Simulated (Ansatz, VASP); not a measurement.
**HfB in VASP and in Ansatz**

File INCAR:

```
SYSTEM = HfB
PREC = Accurate
ENCUT = 520
EDIFF = 1E-6
ISMEAR = -1
SIGMA = 0.05
LREAL = .False.
LASPH = .True.
NELM = 80
ALGO = Normal
ISIF = 2
LWAVE = .False.
LCHARG = .False.
NBANDS = 14
```

File KPOINTS:

```
regular mesh
0
Gamma
  15 15 15
  0 0 0
```

The input POSCAR:

```
HfB
1.0
    0.0231000000      2.3215500000      2.3215500000
    2.3215500000      0.0231000000      2.3215500000
    2.3215500000      2.3215500000      0.0231000000
Hf B
1 1
Direct
    0.5000000000      0.5000000000      0.5000000000
    0.0000000000      0.0000000000      0.0000000000
```

Input for Ansatz:

```yaml
crystal:
  lattice:
    - [0.0231, 2.32155, 2.32155]
    - [2.32155, 0.0231, 2.32155]
    - [2.32155, 2.32155, 0.0231]
  atoms:
    - { symbol: Hf, position: [0.5, 0.5, 0.5] }
    - { symbol: B, position: [0.0, 0.0, 0.0] }
kpoints:
  mp_grid: { grid: [15, 15, 15] }
  band_path:
    path:
      - [0.0, 0.0, 0.0]
      - [0.5, 0.5, 0.5]
      - [0.247543133, 0.5, 0.752456867]
      - [-0.247543133, 0.247543133, 0.5]
      - [0.0, 0.0, 0.5]
      - [0.0, 0.0, 0.0]
      - [-0.3737715665, 0.0, 0.3737715665]
      - [0.0, 0.3737715665, 0.6262284335]
      - [0.0, 0.5, 0.5]
    npoints: 5
scf:
  occupations: { method: fermi_dirac, width: 0.05 }
hamiltonian:
  xc: lda
  pseudopotentials: { kind: all_electron, lapw: { basis_error: 0.00025 } }
output:
  forces: true
  stress: true
  eigenvalues: true
```

Change from the starting cell: equal xy, yz and zx shear strains of +1 %.

Alike in both runs: task single point; functional LDA; k mesh 15 × 15 × 15; occupations fermi-dirac, width 0.05 eV; no spin polarisation.

```csv
,VASP,Ansatz
version,VASP 6.6.1,Ansatz 0.2.0
potentials or method,"VASP PAW LDA potentials, release 64 (Hf_pv, B)","all-electron LAPW, scalar-relativistic"
plane-wave cutoff (eV),520,see its input
```

```csv
,VASP,Ansatz,Ansatz less VASP
pressure (GPa),20.0,18.3,-1.69
largest component of the traceless stress (GPa),0.63,0.67,+0.032
```

Ansatz ran all-electron here, so the differences hold the error of VASP's frozen core and of both bases.

Caveats: so large a pressure means that the cell lies far from this level's equilibrium, or that cutoff or potentials fall short (VASP). Spin-orbit coupling is left out, which matters for the levels of Hf.
